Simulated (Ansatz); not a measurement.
## CdS (rocksalt) under strain

CdS in the rocksalt structure, relaxed with r2SCAN in Ansatz 0.2.0. It is cubic, Fm-3m (No. 225); a = 5.454 Å in the conventional setting, 20.27 Å³ an atom. Cd is surrounded by 6 S at 2.73 Å; S is surrounded by 6 Cd at 2.73 Å.

The axes x, y and z are those of this cell:
```yaml
crystal:
  lattice:
    - [0.00000, 2.72678, 2.72678]
    - [2.72678, 0.00000, 2.72678]
    - [2.72678, 2.72678, 0.00000]
  atoms:
    - { symbol: Cd, position: [0.00000, 0.00000, 0.00000] }
    - { symbol: S, position: [0.50000, 0.50000, 0.50000] }
```

Unstrained: The r2SCAN gap is indirect, 0.753 eV (L to X), below the direct gap of 2.387 eV at Γ. The HSE06 gap is indirect, 1.243 eV (L to X), below the direct gap of 2.776 eV at Γ. Meshes: r2SCAN 8×8×8, HSE06 6×6×6. Strains are changes of length per length. After each strain the atoms were relaxed again with r2SCAN within the symmetry that the strain leaves, so tilts or polar shifts that break it weren't tested; points keep the names that they have in the unstrained zone. These are computed values for a spin-unpolarised cell that may be hypothetical; none is a measurement.

Changes of the least gap in eV (an overlap counts as a negative gap):
```
                                                                    strain  volume change (%)  space group  r2SCAN   HSE06  energy rise, r2SCAN (meV/atom)
                                        biaxial -2.29 % in x and y, z held               -4.5       I4/mmm  -0.119  -0.114                            14.0
epitaxial -1.33 % in the plane normal to [111], free normal strain +1.16 %               -1.5         R-3m  -0.065  -0.062                             3.2
             epitaxial +2.54 % in the xy plane, free normal strain -1.92 %               +3.1       I4/mmm  -0.226  -0.237                            10.7
```

Biaxial -2.29 % in x and y, z held. HSE06: the gap goes from 1.243 to 1.129 eV (-0.114 eV). Stress change with r2SCAN, compression positive: xx +5.18, yy +5.18, zz +2.68 GPa.

Epitaxial -1.33 % in the plane normal to [111], free normal strain +1.16 %. HSE06: the gap goes from 1.243 to 1.181 eV (-0.062 eV). Stress change with r2SCAN, compression positive: xx +1.29, yy +1.29, zz +1.29, xy -0.64, xz -0.64, yz -0.64 GPa.

Epitaxial +2.54 % in the xy plane, free normal strain -1.92 %. HSE06: the gap goes from 1.243 to 1.006 eV (-0.237 eV). Stress change with r2SCAN, compression positive: xx -3.10, yy -3.10, zz 0.00 GPa.

Spin-orbit coupling is left out.

The meshes of the hybrids are coarse, so their gaps aren't converged to the digits shown.
